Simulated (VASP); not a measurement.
Crystal: MgO.

```
Mg O
1.0
     2.93802    0.00000    0.00000
    -1.46901    2.54440    0.00000
     0.00000    0.00000    2.67968
Mg O
1 1
Direct
  0.00000 0.00000 0.00000
  0.33333 0.66667 0.50000
```

Measurements of this composition are mostly on another form, of space group No. 225.

| Item | Value |
| --- | --- |
| Program | VASP 6.6.1 |
| Task | relaxation of cell and atoms |
| Functional | r2SCAN |
| Dispersion | D3(BJ) |
| Potentials or basis | VASP PAW PBE potentials, release 64 (Mg, O) |
| Cutoff | 600 eV |
| k mesh | 10 × 10 × 10 |
| Occupations | gaussian, width 0.05 eV |
| Spin | no spin polarisation |

At the start: pressure -8.5 GPa; volume 10.02 Å³/atom.

Q: How do energy, volume and symmetry change on relaxing?

A: Over 5 steps the energy falls by 16.2 meV/atom and the volume is 9.44 Å³/atom (-5.8 %); space group P-6m2 (No. 187, to 0.05 Å).

The path:
```
step  energy change (eV)  largest force (eV/Å)  pressure (GPa)  volume (Å³)
   1              0.0000                0.0000           -8.54        20.03
   2             -0.0280                0.0000            3.35        18.52
   3             -0.0320                0.0000           -0.06        18.90
   4             -0.0322                0.0000            0.08        18.86
   5             -0.0324                0.0000            0.02        18.87
```

Final structure:
```
Mg O
1.0
     2.87839    0.00000    0.00000
    -1.43919    2.49276    0.00000
     0.00000    0.00000    2.63029
Mg O
1 1
Direct
  0.00000 0.00000 0.00000
  0.33333 0.66667 0.50000
```

Caveat: the PAW data sets were made with another functional, which shifts forces and pressure a little.
